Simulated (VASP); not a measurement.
# Se (R-3m) in VASP: further runs

Runs on Se. Level: PBE. Tasks: relaxation of cell and atoms.

Program: VASP 6.6.1. These are calculated values, not measurements. Logs are shortened: lines on timing, memory, paths and dates and some standing lists are left out, and cuts for length are marked.

### Step 1. The crystal as given

Symmetry: R-3m, No. 166, trigonal system. Conventional cell: a = 3.850 Å, b = 3.850 Å, c = 2.645 Å, α = 90.00°, β = 90.00°, γ = 120.00°. Se (site symmetry -3m) is surrounded by 8 Se at 2.39 to 2.65 Å.

This isn't the form of Se at room conditions, which is trigonal, of chains.

### Step 2. Relaxation of cell and atoms, PBE, target pressure 148 GPa, at which the enthalpy is minimised

INCAR reads:

```
  PREC = Accurate
  ENCUT = 600
  EDIFF = 1E-6
  ISMEAR = 0
  SIGMA = 0.03
  LREAL = F
  LASPH = T
  NELM = 80
  ALGO = Normal
  ISIF = 3
  LWAVE = F
  LCHARG = F
  GGA = PE
  IBRION = 2
  NSW = 90
  EDIFFG = -0.01
  PSTRESS = 1480.0
```

KPOINTS reads:

```
regular mesh
0
Gamma
  15 15 13
```

POSCAR reads:

```
Se
1.0
    1.9250000000      1.1113992682      0.8816666667
   -1.9250000000      1.1113992682      0.8816666667
    0.0000000000     -2.2227985364      0.8816666667
Se
1
Direct
    0.0000000000      0.0000000000      0.0000000000
```

Potentials or basis: VASP PAW PBE potentials, release 64 (Se).

On the command line:

```
$ cat potpaw_PBE.64/Se/POTCAR > POTCAR
$ mpirun -np 1 vasp_std > vasp.out
```

OUTCAR:

```text
PREC = Accurate
   ENCUT = 600
   EDIFF = 1E-6
   ISMEAR = 0
   LREAL = F
   LASPH = T
   NELM = 80
   ISIF = 3
   GGA = PE
   IBRION = 2
   NSW = 90
   EDIFFG = -0.01
   PSTRESS = 1480.0

 ion  position               nearest neighbor table
   1  0.000  0.000  0.000-

  LATTYP: Found a trigonal (rhomboedric) cell.
 ALAT       =     2.3912694211
 COS(alpha) =    -0.2960878603

  Lattice vectors:

 A1 = (   1.9250000000,   1.1113992682,   0.8816666667)
 A2 = (  -1.9250000000,   1.1113992682,   0.8816666667)
 A3 = (   0.0000000000,  -2.2227985364,   0.8816666667)

Analysis of symmetry for initial positions (statically):
=====================================================================
 Subroutine PRICEL returns:
 Original cell was already a primitive cell.

 Routine SETGRP: Setting up the symmetry group for a
 trigonal (rhombohedral) supercell.

 Subroutine GETGRP returns: Found 12 space group operations
 (whereof 12 operations were pure point group operations)
 out of a pool of 12 trial point group operations.

The static configuration has the point symmetry D_3d.

Analysis of symmetry for dynamics (positions and initial velocities):
=====================================================================
 Subroutine PRICEL returns:
 Original cell was already a primitive cell.

 Routine SETGRP: Setting up the symmetry group for a
 trigonal (rhombohedral) supercell.

 Subroutine GETGRP returns: Found 12 space group operations
 (whereof 12 operations were pure point group operations)
 out of a pool of 12 trial point group operations.

The dynamic configuration has the point symmetry D_3d.

 Subroutine INISYM returns: Found 12 space group operations
 (whereof 12 operations are pure point group operations),
 and found     1 'primitive' translations

----------------------------------------------------------------------------------------

                                     Primitive cell

  volume of cell :      11.3177

  direct lattice vectors                    reciprocal lattice vectors
     1.925000000  1.111399268  0.881666667     0.259740260  0.149961109  0.378071834
    -1.925000000  1.111399268  0.881666667    -0.259740260  0.149961109  0.378071834
     0.000000000 -2.222798536  0.881666667     0.000000000 -0.299922218  0.378071834

  length of vectors
     2.391269421  2.391269421  2.391269421     0.482588487  0.482588487  0.482588487

  position of ions in fractional coordinates (direct lattice)
     0.000000000  0.000000000  0.000000000
[... 123 lines left out ...]
   GGA     = PE    functional components
   LHFCALC =     F    Hartree Fock is set to
   AEXX    =    0.0000 exact exchange contribution
   IVDW    =     0    specifies the selected vdW correction
   LEPSILON=     F    determine dielectric tensor
   LRPA    =     F    only Hartree local field effects (RPA)
 conjugate gradient relaxation of ions
 non-spin polarized calculation
 Gauss-broadening in eV      SIGMA  =   0.03
  energy-cutoff  :      600.00
  volume of cell :       11.32
 maximum number of plane-waves:       393
   NGX =  9   NGY =  9   NGZ =  9

--------------------------------------- Ionic step        1  -------------------------------------------

 number of electron       6.0000000 magnetization

 Free energy of the ion-electron system (eV)
  ---------------------------------------------------
  ext. energy  EPLUGINS =         0.00000000
  ---------------------------------------------------
  free energy    TOTEN  =        -0.26533099 eV

  energy without entropy =       -0.26509103  energy(sigma->0) =       -0.26521101

------------------------ aborting loop because EDIFF is reached ----------------------------------------

  FORCE on cell =-STRESS in cart. coord.  units (eV):
  Direction    XX          YY          ZZ          XY          YZ          ZX
  --------------------------------------------------------------------------------------
  -------------------------------------------------------------------------------------
  Total       11.4898304     11.4898304     11.1645221      0.0000000     -0.0000000      0.0000000
  in kB     1626.5510090   1626.5510091   1580.4989406      0.0000000     -0.0000000      0.0000000
  external PRESSURE =     131.2003195 kB  Pullay stress =    1480.0000000 kB
[... 94 lines left out ...]
  energy  without entropy=       -0.5196566728  energy(sigma->0) =       -0.51977242

  enthalpy is  TOTEN    =        10.1788909284 eV   P V=       10.6987790927

[... ionic steps 4 to 15 ...]

--------------------------------------- Ionic step       16  -------------------------------------------

 number of electron       6.0000000 magnetization

------------------------ aborting loop because EDIFF is reached ----------------------------------------
[... 69 lines left out ...]
--------------------------------------- Ionic step       18  -------------------------------------------

 number of electron       6.0000000 magnetization

 Free energy of the ion-electron system (eV)
  ---------------------------------------------------
  ext. energy  EPLUGINS =         0.00000000
  ---------------------------------------------------
  free energy    TOTEN  =        -0.47635262 eV

  energy without entropy =       -0.47613934  energy(sigma->0) =       -0.47624598

 E-fermi :  14.5997     XC(G=0): -13.3678

 val. band max:       14.5956257619   @ k =  -0.2667   0.2667   0.1538
 cond. band min:      14.6059576981   @ k =  -0.0667  -0.2667   0.3846
 fundamental gap:      0.0103319362
 Fermi energy:        14.5996979786

 k-point     1 :       0.0000    0.0000    0.0000
  band No.  band energies     occupation
      1      -8.7887      2.00000
      2      21.6657      0.00000
      3      21.6657      0.00000
      4      21.9943      0.00000
      5      28.3355      0.00000
      6      28.5283      0.00000
      7      28.5283      0.00000
[... 221 lines left out ...]
 k-point    24 :       0.2000    0.1333    0.0000
  band No.  band energies     occupation
      1      -5.6564      2.00000
      2      11.0888      2.00000
      3      14.2271      2.00000
      4      18.2380      0.00000
      5      24.8985      0.00000
      6      26.6379      0.00000
      7      30.3727      0.00000

 [... further k-points ...]

------------------------ aborting loop because EDIFF is reached ----------------------------------------

  FORCE on cell =-STRESS in cart. coord.  units (eV):
  Direction    XX          YY          ZZ          XY          YZ          ZX
  --------------------------------------------------------------------------------------
  -------------------------------------------------------------------------------------
  Total       10.6319946     10.6319946     10.6326478     -0.0000000      0.0000000      0.0000000
  in kB     1479.9764366   1479.9764371   1480.0673605     -0.0000000      0.0000000      0.0000000
  external PRESSURE =       0.0067447 kB  Pullay stress =    1480.0000000 kB
[... 20 lines left out ...]
  energy  without entropy=       -0.4761393384  energy(sigma->0) =       -0.47624598

  enthalpy is  TOTEN    =        10.1558112404 eV   P V=       10.6321638632

 reached required accuracy - stopping structural energy minimisation
```

OSZICAR:

```text
N       E                     dE             d eps       ncg     rms          rms(c)
DAV:   1     0.133037428603E+02    0.13304E+02   -0.37699E+03 11200   0.893E+02
DAV:   2    -0.169175506912E+00   -0.13473E+02   -0.12931E+02 15365   0.926E+01
[... 114 lines left out ...]
DAV:   4    -0.479160314650E+00   -0.64502E-07   -0.11234E-06  9380   0.102E-02
  17 F= 0.10155821E+02 E0= 0.10155932E+02  d E =-.118937E-04
       N       E                     dE             d eps       ncg     rms          rms(c)
DAV:   1    -0.476359571591E+00    0.28007E-02   -0.77369E-04 13349   0.182E-01    0.170E-02
DAV:   2    -0.476354857636E+00    0.47140E-05   -0.15726E-05 12929   0.367E-02    0.956E-03
DAV:   3    -0.476352619123E+00    0.22385E-05   -0.67402E-06 13720   0.184E-02    0.122E-03
DAV:   4    -0.476352622812E+00   -0.36890E-08   -0.18174E-07  5957   0.412E-03
  18 F= 0.10155811E+02 E0= 0.10155918E+02  d E =-.214055E-04
```

Run time: 3.3 min. Hardware: 1 thread of Intel Xeon 6975P-C (Granite Rapids), shared host; peak memory 0.19 GiB.

What came out:

```
Free energy                                            : -0.4764 eV
Relaxed volume                                         : 11.51 Å³/atom
Relaxed cell                                           : a = 2.470 Å, b = 2.470 Å, c = 2.470 Å, α = 109.67°, β = 109.67°, γ = 109.67°
Space group after relaxing (to 0.05 Å)                 : Im-3m (No. 229)
Energy change on relaxing (the enthalpy is what falls) : -211.0 meV/atom
Ionic steps                                            : 18
Pressure after relaxing                                : 148.0 GPa
Band gap on the k mesh                                 : none (metal or under the smearing width)
```

Step by step:
| step | energy change (eV) | largest force (eV/Å) | pressure (GPa) | volume (Å³) |
| --- | --- | --- | --- | --- |
| 1 | 0.0000 | 0.0000 | 161.12 | 11.32 |
| 2 | -1.2300 | 0.0000 | 93.55 | 12.90 |
| 3 | -0.2546 | 0.0000 | 147.07 | 11.58 |
| 4 | -0.2434 | 0.0000 | 147.67 | 11.57 |
| 5 | -0.2420 | 0.0000 | 147.45 | 11.57 |
| 6 | -0.2405 | 0.0000 | 146.99 | 11.56 |
| 7 | -0.2276 | 0.0000 | 147.15 | 11.54 |
| 8 | -0.2201 | 0.0000 | 147.33 | 11.53 |
| 9 | -0.2051 | 0.0000 | 148.11 | 11.51 |
| 10 | -0.1593 | 0.0000 | 150.67 | 11.46 |
| 11 | -0.1894 | 0.0000 | 149.18 | 11.49 |
| 12 | -0.1754 | 0.0000 | 149.98 | 11.47 |
| 13 | -0.3565 | 0.0000 | 139.70 | 11.67 |
| 14 | -0.2046 | 0.0000 | 148.38 | 11.50 |
| 15 | -0.2061 | 0.0000 | 148.30 | 11.50 |
| 16 | -0.2067 | 0.0000 | 148.25 | 11.51 |
| 17 | -0.2138 | 0.0000 | 147.85 | 11.51 |
| 18 | -0.2110 | 0.0000 | 148.00 | 11.51 |

Final structure:
```cif
data_structure
_symmetry_space_group_name_H-M 'P 1'
_symmetry_Int_Tables_number 1
_cell_length_a 2.4697
_cell_length_b 2.4697
_cell_length_c 2.4697
_cell_angle_alpha 109.669
_cell_angle_beta 109.669
_cell_angle_gamma 109.669
_cell_volume 11.51
loop_
_atom_site_label
_atom_site_type_symbol
_atom_site_fract_x
_atom_site_fract_y
_atom_site_fract_z
_atom_site_occupancy
Se1 Se 0.00000 0.00000 0.00000 1
```

Caveat: the cell is relaxed towards a set pressure, so the enthalpy falls and the energy may rise. Zero-point motion and thermal expansion aren't in these numbers.

### Step 3. Relaxation of cell and atoms, PBE, target pressure 148 GPa, at which the enthalpy is minimised

This run uses another cell than the first one, of 11.51 Å³/atom, 1.017 times its volume.

INCAR, as its differences from that of step 2:

```diff
@@ -2,3 +2,3 @@
   ENCUT = 600
-  EDIFF = 1E-6
+  EDIFF = 1E-7
   ISMEAR = 0
@@ -15,3 +15,3 @@
   NSW = 90
-  EDIFFG = -0.01
+  EDIFFG = -0.005
   PSTRESS = 1480.0
```

KPOINTS is that of step 2.

POSCAR reads:

```
Se                                      
1.0
    2.0189293028      1.1656293766      0.8151502806
   -2.0189293028      1.1656293766      0.8151502806
   -0.0000000000     -2.3312587532      0.8151502806
  Se            
     1
Direct
     0.0000000000000000    0.0000000000000000    0.0000000000000000
```

Potentials or basis: VASP PAW PBE potentials, release 64 (Se).

On the command line:

```
$ cat potpaw_PBE.64/Se/POTCAR > POTCAR
$ mpirun -np 1 vasp_std > vasp.out
```

Run time: 27 s. Hardware: 1 thread of Intel Xeon 6975P-C (Granite Rapids), shared host; peak memory 0.18 GiB.

The run converged. Its results:

```yaml
Free_energy: -0.4764 eV
Pressure_after_relaxing: 148.0 GPa
Band_gap_on_the_k_mesh: none (metal or under the smearing width)
```

Final structure:
```
Se
1.0
     2.01893    1.16563    0.81515
    -2.01893    1.16563    0.81515
     0.00000   -2.33126    0.81515
Se
1
Direct
  0.00000 0.00000 0.00000
```

Levels at points of the mesh, in eV from the Fermi level:
| k point | band 1 | band 2 | band 3 | band 4 | band 5 | band 6 |
| --- | --- | --- | --- | --- | --- | --- |
| (0.00, 0.00, 0.00) | -23.39 | 7.07 | 7.07 | 7.39 | 13.74 | 13.93 |

Caveat: the relaxation stopped at its first step, so nothing moved; the cell is relaxed towards a set pressure, so the enthalpy falls and the energy may rise.
